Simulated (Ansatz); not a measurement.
BeO (wurtzite)

```yaml
crystal:
  lattice:
    - [2.71181, 0.00000, 0.00000]
    - [-1.35591, 2.34850, 0.00000]
    - [0.00000, 0.00000, 4.40456]
  atoms:
    - { symbol: Be, position: [0.66667, 0.33333, 0.00149] }
    - { symbol: Be, position: [0.33333, 0.66667, 0.50149] }
    - { symbol: O, position: [0.66667, 0.33333, 0.62371] }
    - { symbol: O, position: [0.33333, 0.66667, 0.12371] }
```

Two coordinates are scanned: the volume, and the ratio of the stretch along z (the conventional c axis) to the stretch across it. Atoms keep their fractional coordinates.

Calculation: PBE (plane waves to 420 eV, PAW, scalar-relativistic; Ansatz, a program for electronic structure). k mesh 14×14×8 (Γ-centred), Fermi-Dirac smearing 0.05 eV. The energy includes the smearing's −TS. Compression counts positive. As the atoms are clamped, bonds stretch with the cell, which overstates energies and stresses. BeO was relaxed with its symmetry unable to fall. ΔE is measured from the relaxed starting cell.

ΔE (eV/atom), with V/V₀ across and (c/a)/(c/a)₀ down:

```csv
(c/a)/(c/a)₀ \ V/V₀,0.960,0.980,1.000,1.020,1.040
0.880,0.1146,0.1044,0.0985,0.0964,0.0977
0.940,0.0324,0.0255,0.0227,0.0236,0.0279
1.000,0.0078,0.0019,0.0000,0.0018,0.0069
1.060,0.0292,0.0224,0.0197,0.0207,0.0251
1.120,0.0877,0.0787,0.0739,0.0729,0.0753
```

σxx (GPa), with V/V₀ across and (c/a)/(c/a)₀ down:

| (c/a)/(c/a)₀ \ V/V₀ | 0.960 | 0.980 | 1.000 | 1.020 | 1.040 |
|---|---|---|---|---|---|
| 0.880 | -6.0 | -9.8 | -13.3 | -16.4 | -19.3 |
| 0.940 | 0.8 | -3.5 | -7.4 | -11.0 | -14.2 |
| 1.000 | 9.2 | 4.4 | 0.0 | -4.0 | -7.6 |
| 1.060 | 18.9 | 13.5 | 8.6 | 4.1 | 0.0 |
| 1.120 | 29.3 | 23.4 | 18.0 | 13.1 | 8.5 |

Read from the data:

Modulus against c/a change at fixed volume, (3/4V)·∂²E/∂(ln c/a)² (fit, atoms clamped): 201 GPa, an upper bound as the atoms could relax
Lowest place on the grid: V/V₀ = 1.000, (c/a)/(c/a)₀ = 1.000 (0.0 meV/atom)
Highest place on the grid: V/V₀ = 0.960, (c/a)/(c/a)₀ = 0.880 (114.6 meV/atom)

(Under strain, the slope of the energy per volume gives the stress and its curvature an elastic modulus.)
